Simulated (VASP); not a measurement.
Wanted: the native input for a VASP 6.6.1 run.

* Task: single point
* Functional: PBEsol
* Potentials or basis: VASP PAW PBE potentials, release 64 (Ag)
* Cutoff: 520 eV
* k mesh: 15 × 15 × 23
* Occupations: methfessel-paxton, width 0.1 eV
* Spin: no spin polarisation
* Further INCAR settings: ALGO = Fast; EDIFF = 1e-07; NBANDS = 12

The structure of Ag lies in POSCAR:

```
Ag
1.0
    2.8648615100      0.0000000000      0.0000000000
   -1.4324307500      2.4810428400      0.0000000000
    1.4324307500      0.8270142800      2.3391496300
Ag
1
Direct
    0.0000000000      0.0000000000      0.0000000000
```

These files were run (other wordings do the same):

INCAR

```
SYSTEM = Ag
  PREC = Accurate
  ENCUT = 520
  EDIFF = 1E-7
  ISMEAR = 1
  SIGMA = 0.1
  LREAL = .False.
  LASPH = .True.
  NELM = 80
  ALGO = Fast
  ISIF = 2
  LWAVE = .False.
  LCHARG = .False.
  GGA = PS
  NBANDS = 12
  ICORELEVEL = 1
```

KPOINTS

```
regular mesh
0
Gamma
  15 15 23
  0 0 0
```

Potentials or basis: VASP PAW PBE potentials, release 64 (Ag).

Command:

```sh
$ cat potpaw_PBE.64/Ag/POTCAR > POTCAR
$ mpirun -np 1 vasp_std > vasp.out
```

It gave:

```
Pressure               : -0.1 GPa
Band gap on the k mesh : none (metal or under the smearing width)
```

Caveat: the PAW data sets were made with another functional, which shifts forces and pressure a little.

Run time: 4.7 min on 1 thread of AMD EPYC 7R13 Processor (Zen 3) (shared host), peak memory 0.34 GiB.
